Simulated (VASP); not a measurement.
Set up this calculation in VASP 6.6.1, as the native input.

```yaml
Task: single point
Functional: PBE
Dispersion: D3(BJ)
Potentials_or_basis: VASP PAW PBE potentials, release 64 (H, Cl)
Cutoff: 520 eV
k_mesh: 1 × 1 × 1
Occupations: fermi-dirac, width 0.02 eV
Spin: no spin polarisation
Dipole_correction: no
Further_INCAR_settings: ALGO = Fast; EDIFF = 1e-07; NBANDS = 27
```

The structure of H3Cl lies in POSCAR:

```
H3Cl
1.0
    6.2402510000      0.0000000000      0.0000000000
    0.0000000000      6.2402510000      0.0000000000
    0.0000000000      0.0000000000      6.2402510000
H Cl
9 3
Direct
    0.7781006613      0.8043154975      0.5997135958
    0.7794308512      0.7577568006      0.7129285080
    0.1618656684      0.3503727780      0.6575878410
    0.2837328384      0.3606707433      0.6578998244
    0.3437421986      0.9849309947      0.6194680401
    0.2639637281      0.8977002170      0.6474239555
    0.9867966241      0.7644981752      0.1674381281
    0.7493275460      0.4455128365      0.4913100742
    0.2976356223     -0.0288474416     -0.0588274835
    0.7925361364      0.6816885766      0.1634141761
    0.7344719634      0.2986156320      0.6399048551
    0.2848490618     -0.0286451098      0.1516412852
```

The cell was built by a generator and needn't be a form met in nature.

One way to write it, as run:

INCAR

```
PREC = Accurate
ENCUT = 520
EDIFF = 1E-7
ISMEAR = -1
SIGMA = 0.02
LREAL = F
LASPH = T
NELM = 100
ALGO = Fast
ISIF = 2
LWAVE = F
LCHARG = F
GGA = PE
IVDW = 12
NBANDS = 27
```

KPOINTS

```
regular mesh
0
Gamma
  1 1 1
```

Potentials or basis: VASP PAW PBE potentials, release 64 (H, Cl).

The run is started by

```sh
$ cat potpaw_PBE.64/H/POTCAR potpaw_PBE.64/Cl/POTCAR > POTCAR
$ mpirun -np 1 vasp_gam > vasp.out
```

It gave:

* Pressure: -1.2 GPa
* Largest force: 0.342 eV/Å
* Band gap on the k mesh: 6.55 eV, direct
* Dispersion energy per atom: -0.036 eV

Run time: 8.8 s on 1 thread of AMD EPYC 9R45 96-Core Processor (Zen 5) (shared host), peak memory 0.27 GiB.
